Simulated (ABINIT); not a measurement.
Runs of ABINIT 10.8.3 (patched build) on BN. Symmetry: P6_3mc, No. 186, hexagonal system. The conventional cell has a = 2.554 Å, b = 2.554 Å, c = 4.227 Å, α = 90.00°, β = 90.00°, γ = 120.00°. Around N (site symmetry 3m) lie 4 B at 1.57 to 1.58 Å. B (site symmetry 3m) has 4 N at 1.57 to 1.58 Å as nearest neighbours. Measurements of this composition are mostly on another form, of space group No. 194.

```tsv
cell	gap on the mesh (eV)	pressure (GPa)
relaxed to 20 GPa	(a)	20.0
relaxed to 30 GPa	5.04	30.0
relaxed to 5 GPa	5.17	5.0
relaxed to 10 GPa	5.15	10.0
relaxed	(b)	0.0
```

Alike in all rows: task relaxation of cell and atoms; level PBE; potentials or basis JTH PAW PBE v2.0; no spin polarisation; k mesh 12 × 12 × 6; cutoff (eV) 707; smearing fermi-dirac 0.05 eV.

Q: Estimate the missing entries.

A: (a) 5.10; (b) 5.20.

Caveats: the atomic spheres overlap (some runs).

A k mesh can miss the band edges.
